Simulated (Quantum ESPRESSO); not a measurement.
Crystal: Au.

```
Au
1.0
     0.00000    2.03500    2.03500
     2.03500    0.00000    2.03500
     2.03500    2.03500    0.00000
Au
1
Direct
  0.00000 0.00000 0.00000
```

Base run:

| Item | Value |
| --- | --- |
| Program | Quantum ESPRESSO 7.5 |
| Functional | PBEsol |
| Potentials or basis | PseudoDojo 0.4.1 SR PBEsol standard |
| Cutoff | 1034 eV |
| Density cutoff | 4136 eV |
| k mesh | 8 × 8 × 8 |
| Occupations | fermi-dirac, width 0.05 eV |
| Spin | no spin polarisation |

Its results: band gap on the k mesh none (metal or under the smearing width); pressure 2.3 GPa.

**Question.** The run is repeated on the same cell with these changes: functional from PBEsol to LDA; potentials or basis from PseudoDojo 0.4.1 SR PBEsol standard to PseudoDojo 0.4.1 SR LDA standard; cutoff from 1034 eV to 871 eV; density cutoff from 4136 eV to 3483 eV. What comes out?

**Answer.** Band gap on the k mesh none (metal or under the smearing width); pressure -4.1 GPa.

Caveats: spin-orbit coupling is left out, which moves the levels of the heavy elements.
